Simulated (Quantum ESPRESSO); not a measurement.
The system is Sn.

```xyz
1
Lattice="-1.6941 1.7547 2.3515 1.7199 -1.7395 2.3590 1.7301 1.7745 -2.3399" Properties=species:S:1:pos:R:3 pbc="T T T"
Sn    0.0000    0.0000    0.0000
```

The cell isn't the ideal one: cell strained at random at fixed volume.

```yaml
Program: Quantum ESPRESSO 7.5
Task: relaxation of cell and atoms
Functional: RPBE
Potentials_or_basis: PseudoDojo 0.5 SR PBE stringent
Cutoff: 1388 eV
Density_cutoff: 5551 eV
k_mesh: 4 × 4 × 4
Occupations: methfessel-paxton, width 0.136 eV
Spin: no spin polarisation
```

At the start: pressure 0.4 GPa; volume 28.67 Å³/atom.

**Question.** How do energy, volume and symmetry change on relaxing?

**Answer.** Over 11 steps the energy falls by 25.6 meV/atom and the volume is 28.79 Å³/atom (+0.4 %); space group C2/m (No. 12, to 0.05 Å).

The path:
```
step  energy change (eV)  largest force (eV/Å)  pressure (GPa)  volume (Å³)
   1              0.0000                0.0000            0.38        28.67
   2             -0.0033                0.0000            0.16        28.76
   3              0.0030                0.0000           -1.28        29.97
   4             -0.0060                0.0000           -0.88        29.44
   5             -0.0138                0.0000           -0.62        29.18
   6              0.2390                0.0000            9.09        26.72
   7             -0.0251                0.0000           -0.18        28.87
   8             -0.0255                0.0000           -0.02        28.79
   9             -0.0256                0.0000           -0.04        28.81
  10             -0.0256                0.0000           -0.03        28.80
  11             -0.0256                0.0000           -0.02        28.79
```

Final structure:
```yaml
crystal:
  lattice:
    - [-1.60185, 1.67882, 2.33560]
    - [1.90413, -1.67820, 2.57644]
    - [1.60215, 1.67907, -2.33698]
  atoms:
    - { symbol: Sn, position: [0.00000, 0.00000, 0.00000] }
```

Caveat: the k mesh is coarse (spacing up to 0.63 Å⁻¹), so the values aren't converged; the potentials were made for another functional, which shifts forces and pressure.
